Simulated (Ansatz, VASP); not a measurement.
# One calculation of GaAs, two programs

```xyz
2
Lattice="0.0000 2.8291 2.8291 2.8291 0.0000 2.8291 2.8291 2.8291 0.0000" Properties=species:S:1:pos:R:3 pbc="T T T"
Ga    0.0000    0.0000    0.0000
As    4.2436    4.2436    4.2436
```

Alike in both runs: task single point; functional PBEsol; k mesh 8 × 8 × 8; occupations fermi-dirac, width 0.01 eV; non-collinear spin, spin-orbit coupling.

```csv
,VASP,Ansatz
version,VASP 6.6.1,Ansatz 0.2.0
potentials or method,"VASP PAW PBE potentials, release 64 (Ga_d, As)","PAW with Ansatz's default frozen-core files, fully relativistic files with spin-orbit coupling"
plane-wave cutoff (eV),520,420
valence electrons in the cell,18,28
```

VASP gave:

| Item | Value |
| --- | --- |
| pressure (GPa) | 0.2 |
| net moment per atom (μB) | 0.00 |

Task: Estimate Ansatz's values.

Result: Pressure (GPa): 0.0; net moment per atom (μB): 0.00.

The functional is the same, so the differences come from potentials, cutoffs and numerics. The two sets of potentials don't hold the same shells in valence.

Caveats: the PAW data sets were made with another functional, which shifts forces and pressure a little (VASP).
